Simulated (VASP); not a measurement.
The system is Al2O3.

```
Al O
1.0
     4.61378    0.00000    0.00000
     0.00000    9.56328    0.00000
     0.00000    0.00000    3.11986
Al O
4 6
Direct
  0.98298 0.82457 0.00000
  0.01702 0.17543 0.00000
  0.48297 0.67543 0.50000
  0.51702 0.32457 0.50000
  0.50000 0.50000 0.50000
  0.12363 0.75305 0.50000
  0.37637 0.25305 0.00000
  0.62364 0.74695 0.00000
  0.00000 0.00000 0.00000
  0.87636 0.24695 0.50000
```

Measurements of this composition are mostly on another form, of space group No. 167.

```yaml
Program: VASP 6.6.1
Task: relaxation of cell and atoms
Functional: LDA
Potentials_or_basis: VASP PAW LDA potentials, release 64 (Al, O)
Cutoff: 600 eV
k_mesh: 5 × 3 × 7
Occupations: fermi-dirac, width 0.05 eV
Spin: no spin polarisation
```

At the start: pressure -6.1 GPa; volume 13.77 Å³/atom.

Task: Where does the relaxation end?

Result: Over 54 steps the energy falls by 29.9 meV/atom and the volume is 13.16 Å³/atom (-4.4 %); space group Pnnm (No. 58, to 0.05 Å).

The path:
```csv
step,energy change (eV),largest force (eV/Å),pressure (GPa),volume (Å³)
1,0.0000,0.1943,-6.07,137.66
3,-0.1457,0.2591,0.61,131.49
5,-0.1635,0.3446,0.02,131.73
7,-0.1764,0.1480,0.02,131.92
9,-0.1804,0.1859,0.04,132.03
11,-0.1855,0.1622,-0.01,132.16
13,-0.1899,0.1093,-0.11,132.41
15,-0.1914,0.0609,0.05,132.32
17,-0.1929,0.1477,-0.10,132.37
19,-0.1942,0.1340,-0.07,132.36
21,-0.1985,0.0741,0.05,132.29
23,-0.2021,0.0802,0.07,132.36
25,-0.2068,0.2725,-0.98,133.76
27,-0.2077,0.2162,-0.78,133.50
29,-0.2123,0.1603,-0.86,133.67
31,-0.2199,0.0909,-1.24,134.34
33,-0.2300,0.0838,-0.50,133.96
35,-0.2396,0.1995,0.46,133.47
37,-0.2582,0.3991,-0.79,134.19
39,-0.2682,0.2230,-0.40,133.93
41,-0.2828,0.1759,-0.28,133.24
43,-0.2903,0.2642,-0.03,132.27
45,-0.2942,0.1580,0.34,131.46
47,-0.2965,0.0338,0.00,131.80
49,-0.2976,0.0603,-0.29,131.97
51,-0.2986,0.0278,-0.01,131.70
53,-0.2988,0.0211,0.02,131.64
54,-0.2990,0.0106,0.06,131.59
```

Final structure:
```xyz
10
Lattice="4.6091 0.0000 0.0000 0.0000 9.5986 0.0000 0.0000 0.0000 2.9744" Properties=species:S:1:pos:R:3 pbc="T T T"
Al    0.3720    7.9716    0.0000
Al    4.2371    1.6270    0.0000
Al    2.6765    6.4263    1.4872
Al    1.9325    3.1723    1.4872
O     2.3045    4.7993    1.4872
O     1.2039    7.4444    1.4872
O     1.1006    2.6451    0.0000
O     3.5085    6.9535    0.0000
O     0.0000    0.0000    0.0000
O     3.4051    2.1542    1.4872
```
